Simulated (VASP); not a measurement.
Write the native input for VASP 6.6.1 that does the following.

* Task: band structure
* Functional: HSE06
* Potentials or basis: VASP PAW PBE potentials, release 64 (Cd, O)
* Cutoff: 520 eV
* k mesh: 6 × 6 × 6
* Occupations: gaussian, width 0.03 eV
* Spin: spin-orbit coupling, no magnetisation
* Grid for exact exchange (PRECFOCK): Fast
* Screening parameter: 0.2 1/A
* Further INCAR settings: ALGO = Normal; EDIFF = 1e-06

The system is CdO (Monteponite).

```
Cd O
1.0
     0.00000    2.35240    2.35240
     2.35240    0.00000    2.35240
     2.35240    2.35240    0.00000
Cd O
1 1
Direct
  0.00000 0.00000 0.00000
  0.50000 0.50000 0.50000
```

One way to write it, as run:

POSCAR

```
CdO                                     
1.0
    0.0000000000      2.3523961157      2.3523961157
    2.3523961157      0.0000000000      2.3523961157
    2.3523961157      2.3523961157      0.0000000000
  Cd              O             
     1     1
Direct
     0.0000000000000000    0.0000000000000000    0.0000000000000000
     0.5000000000000000    0.5000000000000000    0.5000000000000000
```

INCAR.step1

```
  PREC = Accurate
  ENCUT = 520
  EDIFF = 1E-5
  ISMEAR = 0
  SIGMA = 0.03
  LREAL = False
  LASPH = True
  NELM = 80
  ALGO = Normal
  ISIF = 2
  LWAVE = True
  LCHARG = False
  LNONCOLLINEAR = True
  MAGMOM = 0 0 0 0 0 0
  LORBIT = 11
  LSORBIT = True
  GGA_COMPAT = False
  KPAR = 4
  GGA = PE
```

INCAR.step2

```
  PREC = Accurate
  ENCUT = 520
  EDIFF = 1E-6
  ISMEAR = 0
  SIGMA = 0.03
  LREAL = False
  LASPH = True
  NELM = 80
  ALGO = Normal
  ISIF = 2
  LWAVE = False
  LCHARG = False
  LNONCOLLINEAR = True
  MAGMOM = 0 0 0 0 0 0
  LORBIT = 11
  LSORBIT = True
  GGA_COMPAT = False
  GGA = PE
  LHFCALC = True
  HFSCREEN = 0.2
  PRECFOCK = Fast
  KPAR = 4
  ISTART = 1
```

KPOINTS

```
Automatic mesh
0
Gamma
  6 6 6
```

KPOINTS_OPT

```
explicit points
6
Reciprocal
 0.0000000000  0.0000000000  0.0000000000 1
 0.3750000000  0.3750000000  0.7500000000 1
 0.5000000000  0.5000000000  0.5000000000 1
 0.6250000000  0.2500000000  0.6250000000 1
 0.5000000000  0.2500000000  0.7500000000 1
 0.5000000000  0.0000000000  0.5000000000 1
```

Potentials or basis: VASP PAW PBE potentials, release 64 (Cd, O).

Launch:

```sh
$ cat potpaw_PBE.64/Cd/POTCAR potpaw_PBE.64/O/POTCAR > POTCAR
$ cp INCAR.step1 INCAR
$ mpirun -np 4 vasp_ncl > vasp.out
$ cp INCAR.step2 INCAR
$ mpirun -np 4 vasp_ncl > vasp.out
```

It gave:

* Pressure: 1.6 GPa
* Valence electrons inside the program's atomic spheres: Cd 10.24; O 4.97

Caveat: the k mesh is coarse (spacing up to 0.39 Å⁻¹), so the values aren't converged, least of all with exact exchange; the PAW data sets were made with another functional, which shifts forces and pressure a little.

It took 9.2 min on 4 MPI ranks on Intel(R) Xeon(R) 6975P-C (Granite Rapids), on a shared host, peak memory 0.34 GiB a rank.
